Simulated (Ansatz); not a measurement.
# SiO2: gradients and densities at the nuclei

Wanted: quadrupolar parameters for every site of SiO2, with a sense of how robust they are. The cell is a computed entry of the Materials Project. Planned: a single point, then r2SCAN.

Program: Ansatz 0.2.0. Level of theory: DFT, PBE, plane-wave PAW, default files, scalar-relativistic, as far as a step names no other. These are calculated values, not measurements.

1 further run of the same task is left out (it didn't finish).

## 1. The structure to begin with

Symmetry: I4_1/amd, No. 141, tetragonal system. Conventional cell: a = 13.810 Å, b = 13.810 Å, c = 6.434 Å, α = 90.00°, β = 90.00°, γ = 90.00°. Si (site symmetry m) is surrounded by 4 O at 1.59 to 1.62 Å. Si (site symmetry -4m2) is surrounded by 4 O at 1.61 Å. Around O (site symmetry 2/m) lie 2 Si at 1.59 Å. Around O (site symmetry 2) lie 2 Si at 1.62 Å. Around O (site symmetry m) lie 2 Si at 1.61 Å.

Structure file:

```xyz
30
Lattice="-6.9052 6.9052 3.2169 6.9052 -6.9052 3.2169 6.9052 6.9052 -3.2169" Properties=species:S:1:pos:R:3 pbc="T T T"
Si    0.0000   11.9497    0.7722
Si    1.8606    6.9052    2.3807
Si   -1.8606    6.9052    2.3807
Si    0.0000    8.7658    0.8363
Si    0.0000    5.0445    0.8363
Si    0.0000    1.8606    0.7722
Si    5.0445    6.9052    2.4447
Si   -5.0445    6.9052    2.4447
Si    0.0000    0.0000    3.2169
Si    6.9052    0.0000    1.6085
O     0.0000   10.3578    0.8042
O     3.4526    6.9052    2.4127
O    -3.4526    6.9052    2.4127
O     0.0000    3.4526    0.8042
O    -5.5852    5.5852    3.2169
O     1.3200    8.2252    1.6085
O    -1.3200    5.5852    1.6085
O     5.5852   -5.5852    3.2169
O    -1.3200    8.2252    1.6085
O     5.5852    5.5852    3.2169
O     1.3200    1.3200    0.0000
O     1.3200    5.5852    1.6085
O     6.9052    5.5842   -0.9248
O     8.2262    0.0000    0.6836
O     5.5842    0.0000    0.6836
O     6.9052    1.3210    2.5333
O     6.9052   -1.3210    2.5333
O     0.0000    1.3210    2.2921
O     5.5842    6.9052    0.9248
O     1.3210    0.0000    4.1418
```

## 2. Single point at the given positions

Input file input.yaml:

```yaml
crystal:
  lattice:
    - [-6.90518667, 6.90518667, 3.216945675]
    - [6.90518667, -6.90518667, 3.216945675]
    - [6.90518667, 6.90518667, -3.216945675]
  atoms:
    - { symbol: Si, position: [0.98529325, 0.12002089, 0.86527236] }
    - { symbol: Si, position: [0.87002089, 0.50474853, 0.63472764] }
    - { symbol: Si, position: [0.87002089, 0.23529325, 0.36527236] }
    - { symbol: Si, position: [0.76470675, 0.12997911, 0.63472764] }
    - { symbol: Si, position: [0.49525147, 0.12997911, 0.36527236] }
    - { symbol: Si, position: [0.25474853, 0.12002089, 0.13472764] }
    - { symbol: Si, position: [0.87997911, 0.74525147, 0.86527236] }
    - { symbol: Si, position: [0.87997911, 0.01470675, 0.13472764] }
    - { symbol: Si, position: [0.5, 0.5, 0.0] }
    - { symbol: Si, position: [0.25, 0.75, 0.5] }
    - { symbol: O, position: [0.875, 0.125, 0.75] }
    - { symbol: O, position: [0.875, 0.625, 0.75] }
    - { symbol: O, position: [0.875, 0.125, 0.25] }
    - { symbol: O, position: [0.375, 0.125, 0.25] }
    - { symbol: O, position: [0.904418, 0.095582, 0.0] }
    - { symbol: O, position: [0.845582, 0.345582, 0.691164] }
    - { symbol: O, position: [0.654418, 0.154418, 0.308836] }
    - { symbol: O, position: [0.095582, 0.904418, 0.0] }
    - { symbol: O, position: [0.845582, 0.154418, 0.5] }
    - { symbol: O, position: [0.904418, 0.904418, 0.808836] }
    - { symbol: O, position: [0.095582, 0.095582, 0.191164] }
    - { symbol: O, position: [0.654418, 0.345582, 0.5] }
    - { symbol: O, position: [0.26060711, 0.35625752, 0.90434959] }
    - { symbol: O, position: [0.10625752, 0.70190793, 0.59565041] }
    - { symbol: O, position: [0.10625752, 0.51060711, 0.40434959] }
    - { symbol: O, position: [0.48939289, 0.89374248, 0.59565041] }
    - { symbol: O, position: [0.29809207, 0.89374248, 0.40434959] }
    - { symbol: O, position: [0.45190793, 0.35625752, 0.09565041] }
    - { symbol: O, position: [0.64374248, 0.54809207, 0.90434959] }
    - { symbol: O, position: [0.64374248, 0.73939289, 0.09565041] }
kpoints:
  mp_grid: { grid: [4, 4, 4] }
scf:
  occupations: { method: fermi_dirac, width: 0.02 }
hamiltonian:
  xc: pbe
  pseudopotentials: { kind: paw }
output:
  forces: true
  stress: true
  populations: true
  efg: { quadrupole_moments_barn: { O: -0.02558 }, contact_densities: true }
```

Launch:

```
$ ansatz run input.yaml --threads 1 --pin off --max-ram 2560MiB --backend cpu --events-out ev --progress --plain --runs-dir out
```

Log:

```text
Warning: RAYON_NUM_THREADS=1 ignored (pool sized by the plan → 1); use --threads N
Engine: ansatz 0.2.0, aarch64-unknown-linux-gnu
Pseudopotentials: kind: paw
Pseudopotential: Si, paw, valence charge 4, recommended cutoff 420 eV (normal), Si.paw.azcp
Pseudopotential: O, paw, valence charge 6, recommended cutoff 420 eV (normal), O.paw.azcp
Functional definition: PBE
  parameter kappa = 0.804
  parameter beta = 0.06672455060314922
  exchange = pbe_x(kappa = kappa, mu = beta*pi^2/3)
  correlation = pbe_c(beta = beta)
Crystal: 30 atoms, lattice volume = 613.557 Å³
Basis set: ecut = 420 eV, 11983 PW (Γ), exchange–correlation on 144×144×144 points (8 copies of the dense FFT grid, shifted against one another)
Bands: 110, of which v1, the nominal top of the filled ones, is band 80 counted from 1 (79 counted from 0)
Symmetry: 16 space group operations
Space group: I41/amd (ITA 141), of the structure as read, at distance tolerance 8.5e-5 Å
k-points: 13 of 64
Non-local potential: Si, projectors of the file, l = 0: 2, l = 1: 2, l = 2: 2
Non-local potential: O, projectors of the file, l = 0: 2, l = 1: 2, l = 2: 1
PAW form: soft (Blöchl's): semilocal exchange-correlation on the pseudo side does not see the compensation charge
PAW one-centre angular grid: Si, 110 points (default); XC on 64 Gauss nodes
PAW one-centre angular grid: O, 110 points (default); XC on 64 Gauss nodes
Initial density: superposition of atomic densities (neutral atoms: chi_scale 0, normalization atom), corrected by the library's trained network
Initial wavefunctions: pseudopotential atomic-orbital guess
Functional: x = pbe(κ = 0.804, μ = 0.2195149727645171), c = pbe(β = 0.06672455060314922)
SCF iter   1: F=—  HF=-17740.120481 eV  |F-HF|=—  |Δ(HF+E_count)|=         —  Δρ=1.95e-3  dr2=2.46e-2  ethr=1.77e-3  ⟨swp⟩=7.3  Hψ=7526  notcnv=0  defer=76
preconditioner: auto → Resta (q_TF=auto, 2.181 Å⁻¹)  ε∞=2.4  [insulator: Δε(μ)=5.668 eV  Ē_g=16.320 eV  σ=0.020 eV  W_gap=1.00  n_scr=118 (ndim 8)  ℏωp=19.0 eV  f_vac=0.430  D(μ)=0.00/eV (n_scr^D=0)  ε∞_Penn≈2.4  vacuum switching on, ρ_ref=1.9e-2 e/Å³]
SCF iter   2: F=—  HF=-17740.131427 eV  |F-HF|=—  |Δ(HF+E_count)|=   1.09e-2  Δρ=7.90e-4  dr2=3.35e-3  ethr=1.54e-5  ⟨swp⟩=3.2  Hψ=2543  notcnv=0  defer=331
SCF iter   3: F=—  HF=-17740.138143 eV  |F-HF|=—  |Δ(HF+E_count)|=   6.72e-3  Δρ=3.31e-4  dr2=8.54e-4  ethr=2.09e-6  ⟨swp⟩=3.5  Hψ=1901  notcnv=0  defer=331
SCF iter   4: F=—  HF=-17740.139417 eV  |F-HF|=—  |Δ(HF+E_count)|=   1.27e-3  Δρ=8.16e-5  dr2=3.70e-5  ethr=5.34e-7  ⟨swp⟩=3.0  Hψ=1941  notcnv=0  defer=331
SCF iter   5: F=—  HF=-17740.139419 eV  |F-HF|=—  |Δ(HF+E_count)|=   2.81e-6  Δρ=3.77e-5  dr2=5.30e-6  ethr=2.31e-8  ⟨swp⟩=2.0  Hψ=2424  notcnv=0  defer=331
SCF iter   6: F=—  HF=-17740.139420 eV  |F-HF|=—  |Δ(HF+E_count)|=   5.53e-7  Δρ=7.98e-6  dr2=2.46e-7  ethr=3.31e-9  ⟨swp⟩=2.1  Hψ=2118  notcnv=0  defer=331
SCF iter   7: F=-17740.139420 eV  HF=-17740.139420 eV  |F-HF|=3.17e-10  |Δ(HF+E_count)|=   1.45e-7  Δρ=1.67e-6  dr2=1.13e-8  ethr=6.25e-11  ⟨swp⟩=14.3  Hψ=8790  notcnv=0
SCF 1 converged in 7 iterations: F = -17740.139420 eV  dr2 = 1.13e-8
SCF converged after 7 iterations
Free energy (F): -17740.139420 eV
Harris-Foulkes:  -17740.139420 eV  (|F-HF|=3.17e-10)
Internal energy: -17740.139420 eV  (E = F + TS)
E sigma→0 (E₀):  -17740.139420 eV
Fermi energy:    1.555669 eV
--- Per-component energies (eV) ---
  E_band       = -1329.075918
  E_kinetic    = 4030.243637
  E_local      = -17562.367791  (includes V_loc(G=0)·N_el)
  E_nonlocal   = 1203.287833
  E_hartree    = 7069.356264
  E_xc         = -2043.063594
  E_vxc        = -2371.438048  (∫ρ·V_xc dr)
  E_paw        = -8313.963890  (= ΣΔE_a)
  E_vpaw       = -767.568267  (= ΣTr[D̂ρ^β])
  E_aug_tail   = 0.052137  (compensation charges beyond the density's cutoff)
  E_ewald      = -2123.684016
  E_smearing   = -0.000000  (= −TS)
  E_closure    = -0.000000  (closes the sum)
  Σ components = -17740.139420   (vs F -17740.139420, Δ=0.00e0)
--- Forces (eV/Å), atoms counted from 1 ---
  atom   1  Si     0.00000000     0.14553950    -0.05913581
  atom   2  Si    -0.14553950     0.00000000    -0.05913581
  atom   3  Si     0.14553950    -0.00000000    -0.05913581
  atom   4  Si     0.00000000    -0.14553950     0.05913581
  atom   5  Si     0.00000000     0.14553950     0.05913581
  atom   6  Si    -0.00000000    -0.14553950    -0.05913581
  atom   7  Si     0.14553950    -0.00000000     0.05913581
  atom   8  Si    -0.14553950    -0.00000000     0.05913581
  atom   9  Si     0.00000000    -0.00000000     0.00000000
  atom  10  Si    -0.00000000     0.00000000    -0.00000000
  atom  11  O      0.00000000    -0.00000000    -0.00000000
  atom  12  O      0.00000000    -0.00000000     0.00000000
  atom  13  O      0.00000000    -0.00000000    -0.00000000
  atom  14  O      0.00000000    -0.00000000     0.00000000
  atom  15  O      0.29214880    -0.29214880     0.00000000
  atom  16  O      0.29214880     0.29214880    -0.00000000
  atom  17  O     -0.29214880    -0.29214880     0.00000000
  atom  18  O     -0.29214880     0.29214880     0.00000000
  atom  19  O     -0.29214880     0.29214880     0.00000000
  atom  20  O     -0.29214880    -0.29214880     0.00000000
  atom  21  O      0.29214880     0.29214880     0.00000000
  atom  22  O      0.29214880    -0.29214880     0.00000000
  atom  23  O     -0.00000000    -0.28353335     0.23158663
  atom  24  O      0.28353335    -0.00000000     0.23158663
  atom  25  O     -0.28353335     0.00000000     0.23158663
  atom  26  O     -0.00000000     0.28353335    -0.23158663
  atom  27  O      0.00000000    -0.28353335    -0.23158663
  atom  28  O     -0.00000000     0.28353335     0.23158663
  atom  29  O     -0.28353335     0.00000000    -0.23158663
  atom  30  O      0.28353335     0.00000000    -0.23158663
  max |Σ_I F_I| component: 2.22e-16 eV/Å
--- Stress (GPa, compression-positive) ---
        3.076938       0.000000       0.000000
        0.000000       3.076938      -0.000000
        0.000000      -0.000000       3.088843
  P = ⅓ Tr σ = 3.0809 GPa (30.809 kbar)
--- PAW observables at the nuclei: V_zz in 10²¹ V/m², potentials from the cell's mean, atoms counted from 1 ---
  atom   1  Si V_zz =    +0.757273   η = 0.8623   by run symmetry: allowed
            electrostatic potential = -1350.662974 V   contact ρ = 12801.011130 e/Å³
  atom   2  Si V_zz =    +0.757273   η = 0.8623   by run symmetry: allowed
            electrostatic potential = -1350.662974 V   contact ρ = 12801.011130 e/Å³
  atom   3  Si V_zz =    +0.757273   η = 0.8623   by run symmetry: allowed
            electrostatic potential = -1350.662974 V   contact ρ = 12801.011130 e/Å³
  atom   4  Si V_zz =    +0.757273   η = 0.8623   by run symmetry: allowed
            electrostatic potential = -1350.662974 V   contact ρ = 12801.011130 e/Å³
  atom   5  Si V_zz =    +0.757273   η = 0.8623   by run symmetry: allowed
            electrostatic potential = -1350.662974 V   contact ρ = 12801.011130 e/Å³
  atom   6  Si V_zz =    +0.757273   η = 0.8623   by run symmetry: allowed
            electrostatic potential = -1350.662974 V   contact ρ = 12801.011130 e/Å³
  atom   7  Si V_zz =    +0.757273   η = 0.8623   by run symmetry: allowed
            electrostatic potential = -1350.662974 V   contact ρ = 12801.011130 e/Å³
  atom   8  Si V_zz =    +0.757273   η = 0.8623   by run symmetry: allowed
            electrostatic potential = -1350.662974 V   contact ρ = 12801.011130 e/Å³
  atom   9  Si V_zz =    -1.216368   η = 0.0000   by run symmetry: allowed
            electrostatic potential = -1350.772133 V   contact ρ = 12801.181783 e/Å³
  atom  10  Si V_zz =    -1.216368   η = 0.0000   by run symmetry: allowed
            electrostatic potential = -1350.772133 V   contact ρ = 12801.181783 e/Å³
  atom  11  O  V_zz =   +10.418923   η = 0.0406   by run symmetry: allowed   C_q = -6.4443 MHz
            electrostatic potential = -614.907321 V   contact ρ = 2152.364573 e/Å³
  atom  12  O  V_zz =   +10.418923   η = 0.0406   by run symmetry: allowed   C_q = -6.4443 MHz
            electrostatic potential = -614.907321 V   contact ρ = 2152.364573 e/Å³
  atom  13  O  V_zz =   +10.418923   η = 0.0406   by run symmetry: allowed   C_q = -6.4443 MHz
            electrostatic potential = -614.907321 V   contact ρ = 2152.364573 e/Å³
  atom  14  O  V_zz =   +10.418923   η = 0.0406   by run symmetry: allowed   C_q = -6.4443 MHz
            electrostatic potential = -614.907321 V   contact ρ = 2152.364573 e/Å³
  atom  15  O  V_zz =    +9.164554   η = 0.2584   by run symmetry: allowed   C_q = -5.6685 MHz
            electrostatic potential = -615.072323 V   contact ρ = 2153.850883 e/Å³
  atom  16  O  V_zz =    +9.164554   η = 0.2584   by run symmetry: allowed   C_q = -5.6685 MHz
            electrostatic potential = -615.072323 V   contact ρ = 2153.850883 e/Å³
  atom  17  O  V_zz =    +9.164554   η = 0.2584   by run symmetry: allowed   C_q = -5.6685 MHz
            electrostatic potential = -615.072323 V   contact ρ = 2153.850883 e/Å³
  atom  18  O  V_zz =    +9.164554   η = 0.2584   by run symmetry: allowed   C_q = -5.6685 MHz
            electrostatic potential = -615.072323 V   contact ρ = 2153.850883 e/Å³
  atom  19  O  V_zz =    +9.164554   η = 0.2584   by run symmetry: allowed   C_q = -5.6685 MHz
            electrostatic potential = -615.072323 V   contact ρ = 2153.850883 e/Å³
  atom  20  O  V_zz =    +9.164554   η = 0.2584   by run symmetry: allowed   C_q = -5.6685 MHz
            electrostatic potential = -615.072323 V   contact ρ = 2153.850883 e/Å³
  atom  21  O  V_zz =    +9.164554   η = 0.2584   by run symmetry: allowed   C_q = -5.6685 MHz
            electrostatic potential = -615.072323 V   contact ρ = 2153.850883 e/Å³
  atom  22  O  V_zz =    +9.164554   η = 0.2584   by run symmetry: allowed   C_q = -5.6685 MHz
            electrostatic potential = -615.072323 V   contact ρ = 2153.850883 e/Å³
  atom  23  O  V_zz =    +9.275259   η = 0.1909   by run symmetry: allowed   C_q = -5.7369 MHz
            electrostatic potential = -615.098480 V   contact ρ = 2153.579624 e/Å³
  atom  24  O  V_zz =    +9.275259   η = 0.1909   by run symmetry: allowed   C_q = -5.7369 MHz
            electrostatic potential = -615.098480 V   contact ρ = 2153.579624 e/Å³
  atom  25  O  V_zz =    +9.275259   η = 0.1909   by run symmetry: allowed   C_q = -5.7369 MHz
            electrostatic potential = -615.098480 V   contact ρ = 2153.579624 e/Å³
  atom  26  O  V_zz =    +9.275259   η = 0.1909   by run symmetry: allowed   C_q = -5.7369 MHz
            electrostatic potential = -615.098480 V   contact ρ = 2153.579624 e/Å³
  atom  27  O  V_zz =    +9.275259   η = 0.1909   by run symmetry: allowed   C_q = -5.7369 MHz
            electrostatic potential = -615.098480 V   contact ρ = 2153.579624 e/Å³
  atom  28  O  V_zz =    +9.275259   η = 0.1909   by run symmetry: allowed   C_q = -5.7369 MHz
            electrostatic potential = -615.098480 V   contact ρ = 2153.579624 e/Å³
  atom  29  O  V_zz =    +9.275259   η = 0.1909   by run symmetry: allowed   C_q = -5.7369 MHz
            electrostatic potential = -615.098480 V   contact ρ = 2153.579624 e/Å³
  atom  30  O  V_zz =    +9.275259   η = 0.1909   by run symmetry: allowed   C_q = -5.7369 MHz
            electrostatic potential = -615.098480 V   contact ρ = 2153.579624 e/Å³
--- Band table (eV; the first three rows and the last of 13) ---
  k-point 0: bands = ["-20.8376", "-20.5545", "-20.1519", "-20.1519", "-19.7761", "-19.6226", "-19.5852", "-19.5852", "-19.4757", "-19.1206", "-18.9182", "-18.8267", "-18.8267", "-18.8214", "-18.6890", "-18.6890", "-18.6801", "-18.6801", "-18.6485", "-18.6385", "-10.4623", "-9.7530", "-9.6477", "-9.6477", "-9.1785", "-8.7446", "-8.1883", "-8.1883", "-7.6530", "-6.9295", "-6.8097", "-6.8097", "-6.7025", "-6.7025", "-6.6516", "-6.5827", "-6.4953", "-6.4953", "-6.2682", "-6.2513", "-5.3352", "-5.1785", "-4.9006", "-4.6697", "-4.0145", "-3.9421", "-3.9421", "-3.9082", "-3.9082", "-3.7776", "-3.6100", "-3.6100", "-3.4862", "-3.3933", "-3.3410", "-3.3410", "-3.3223", "-3.3163", "-3.3163", "-3.2783", "-3.0883", "-2.9651", "-2.8771", "-2.8476", "-2.8320", "-2.8320", "-2.7011", "-2.6084", "-2.6084", "-2.3711", "-2.3711", "-2.3570", "-2.2163", "-2.1278", "-2.1278", "-1.6633", "-1.6319", "-1.6319", "-1.3295", "-1.2794", "4.3414", "6.0911", "6.3861", "6.3861", "6.4546", "7.0868", "7.3751", "7.5406", "7.7493", "7.8031", "7.9532", "7.9532", "8.1133", "8.2230", "8.2423", "8.3032", "8.3032", "8.4373", "8.4373", "8.4697", "8.7161", "8.7400", "8.7989", "8.7989", "8.8412", "9.0343", "9.0343", "9.0748", "9.0748", "9.5904"]
[... 3 lines left out ...]
--- Löwdin populations: 30 sites ---
  site symbol       q [e]
     0     Si      2.1867
     1     Si      2.1867
     2     Si      2.1867
     3     Si      2.1867
     4     Si      2.1867
     5     Si      2.1867
     6     Si      2.1867
     7     Si      2.1867
     8     Si      2.1857
     9     Si      2.1857
    10      O      6.7880
    11      O      6.7880
    12      O      6.7880
    13      O      6.7880
    14      O      6.7989
    15      O      6.7989
    16      O      6.7989
    17      O      6.7989
    18      O      6.7989
    19      O      6.7989
    20      O      6.7989
    21      O      6.7989
    22      O      6.7965
    23      O      6.7965
    24      O      6.7965
    25      O      6.7965
    26      O      6.7965
    27      O      6.7965
    28      O      6.7965
    29      O      6.7965
  spilling = 0.013880 (of n_electrons = 160.000000)
```

It took 1.9 min on 1 thread of Arm Neoverse V1, shared host; peak memory 1.2 GiB.

At the end: gap on the mesh 5.62 eV, largest force 0.413 eV/Å, pressure 3.1 GPa.

Site by site (atoms counted from 1):

```tsv
site	atoms	first shell	V_zz (10²¹ V/m²)	η	C_Q (MHz)
Si1	1, 2, 3, 4, …	4 O at 1.59–1.62 Å	0.76	0.86	–
Si9	9, 10	4 O at 1.61 Å	-1.22	0.00	–
O11	11, 12, 13, 14	2 Si at 1.59 Å, angle 180°	10.42	0.04	-6.44 (¹⁷O)
O15	15, 16, 17, 18, …	2 Si at 1.62 Å, angle 140°	9.16	0.26	-5.67 (¹⁷O)
O23	23, 24, 25, 26, …	2 Si at 1.61 Å, angle 145°	9.28	0.19	-5.74 (¹⁷O)
```

V_zz is the principal component of the electric field gradient with the largest magnitude, η = (V_xx − V_yy)/V_zz and C_Q = eQV_zz/h. Nuclear quadrupole moments: year-2017 set (Pyykkö). A dash under C_Q marks elements without a common quadrupolar isotope.

Direction of the V_zz axis (Cartesian unit vector):

```tsv
site	atom	x	y	z
Si1	1	1.00	0.00	0.00
Si9	9	0.00	0.00	1.00
O11	11	0.00	1.00	-0.03
O15	15	0.61	0.61	-0.50
O23	23	0.00	0.60	0.80
```

(Part 1 of 2 ends here.)
